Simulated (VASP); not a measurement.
**Zr in VASP: the effect of functional**

Crystal: Zr.

```
Zr
1.0
     3.23200    0.00000    0.00000
    -1.61600    2.79899    0.00000
     0.00000    0.00000    5.14700
Zr
2
Direct
  0.33465 0.67413 0.25390
  0.66535 0.32587 0.74610
```

The cell isn't the ideal one: atom 2 moved 0.06 Å.

Alike in all runs:

```yaml
Program: VASP 6.6.1
Task: band structure
Cutoff: 520 eV
k_mesh: 9 × 9 × 5
Occupations: fermi-dirac, width 0.05 eV
Spin: no spin polarisation
```

**Question.** One run gave: pressure 0.9 GPa; largest force 0.16 eV/Å. Which functional did it use?
A. RPBE
B. SCAN
C. BLYP
D. LDA
E. r2SCAN

**Answer.** E.

```tsv
functional	potentials or basis	pressure (GPa)	largest force (eV/Å)
LDA	VASP PAW LDA potentials, release 64 (Zr_sv)	-5.9	0.14
PBEsol	VASP PAW PBE potentials, release 64 (Zr_sv)	-3.2	0.15
RPBE	VASP PAW PBE potentials, release 64 (Zr_sv)	2.8	0.17
revPBE	VASP PAW PBE potentials, release 64 (Zr_sv)	2.1	0.17
BLYP	VASP PAW PBE potentials, release 64 (Zr_sv)	3.8	0.18
AM05	VASP PAW PBE potentials, release 64 (Zr_sv)	-3.0	0.15
PW91	VASP PAW PBE potentials, release 64 (Zr_sv)	0.3	0.17
r2SCAN	VASP PAW PBE potentials, release 64 (Zr_sv)	0.9	0.16
SCAN	VASP PAW PBE potentials, release 64 (Zr_sv)	0.2	0.14
```

Caveats: the PAW data sets were made with another functional, which shifts forces and pressure a little (some runs).

Runs at the PBE level aren't shown here.
